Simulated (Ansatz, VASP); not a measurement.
Zr in VASP and in Ansatz

```
Zr
1.0
     3.18352    0.00000    0.00000
    -1.59176    2.75701    0.00000
     0.00000    0.00000    5.11846
Zr
2
Direct
  0.33333 0.66667 0.25000
  0.66667 0.33333 0.75000
```

Alike in both runs: functional PBEsol; k mesh 16 × 16 × 8; occupations fermi-dirac, width 0.08 eV; no spin polarisation.

Ansatz relaxed the structure, and its values are those at the end. VASP's run is a single point on that final structure, the one shown.

|  | VASP | Ansatz |
| --- | --- | --- |
| version | VASP 6.6.1 | Ansatz 0.2.0 |
| potentials or method | VASP PAW PBE potentials, release 64 (Zr_sv) | PAW with Ansatz's default frozen-core files, scalar-relativistic |
| plane-wave cutoff (eV) | 520 | 420 |
| valence electrons in the cell | 24 | 24 |

Ansatz gave:

- pressure (GPa): 0.0

Problem. What did VASP give for the same quantities?

Solution. Pressure (GPa): 0.1.

Caveats: the PAW data sets were made with another functional, which shifts forces and pressure a little (VASP).
